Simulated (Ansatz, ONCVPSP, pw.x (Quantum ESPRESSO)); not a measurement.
carbon (bcc): variants of one ONCV potential in the solid

carbon (C), optimised norm-conserving Vanderbilt (ONCV), made with ONCVPSP 4.0.1.1 (patched build) (PBE, scalar-relativistic). Core [He], reference 2s1.5 2p2.5. Waves: 2s: rc 1.05 bohr, ncon 5, nbas 9, qcut 7.7 1/bohr, 2 projectors, debl 3.3 Ha; 2p: rc 3.15 bohr, ncon 4, nbas 7, qcut 3.7 1/bohr, 2 projectors, debl 2.4 Ha; d scattering state at 0.37 Ha: rc 2.80 bohr, ncon 4, nbas 9, qcut 4.1 1/bohr, 2 projectors, debl 2.5 Ha. Local part: polynomial inside 0.95 bohr (lpopt 5, dvloc0 3 Ha). Core correction: Teter function fitted to the true core (icmod 2), fcfact 0.5.

Crystal test: bcc C in pw.x 7.5, no spin, 18³ k-points, Fermi–Dirac smearing 0.01 Ry, cutoffs set for each file from its atomic test. The reference is all-electron LAPW (Ansatz 0.2.0) with the same functional, mesh and smearing; V0 and B0 come from Birch–Murnaghan fits to the pressures at five volumes. Errors are pseudo minus all-electron; Δ is the rms difference of the E(V) curves that follow from these fits, minima aligned, over ±6 % about the mean V0. Mesh and smearing are coarse, so the numbers serve the comparison and aren't converged zero-temperature values; the lattice is a test structure that the element need not adopt.

All-electron: a0 = 2.375 Å (V0 = 6.70 Å³/atom), B0 = 182.8 GPa.

Base: The largest radius (3.15 bohr) exceeds half the bond length (1.93 bohr), so the spheres overlap, which is one possible source of error among others. This is a poor potential for the solid. The pseudo pressure rises with volume over the whole range, a mechanical instability.

A dash in a converged row means that the minimum lies outside the volumes sampled.

```tsv
change	cutoffs (Ry)	pw.x	mean pressure error (GPa)
base	65/260	converged	-45.81
d: debl 0.2	65/260	converged	-25.68
d: debl 0.5	65/260	converged	-25.68
d: debl 1.65	65/260	converged	-27.08
d: debl 4.55	65/260	converged	-21.29
```

**Question.** Give the row for: d: debl 0.95.

**Answer.** pw.x: converged; mean pressure error (GPa): -25.85.
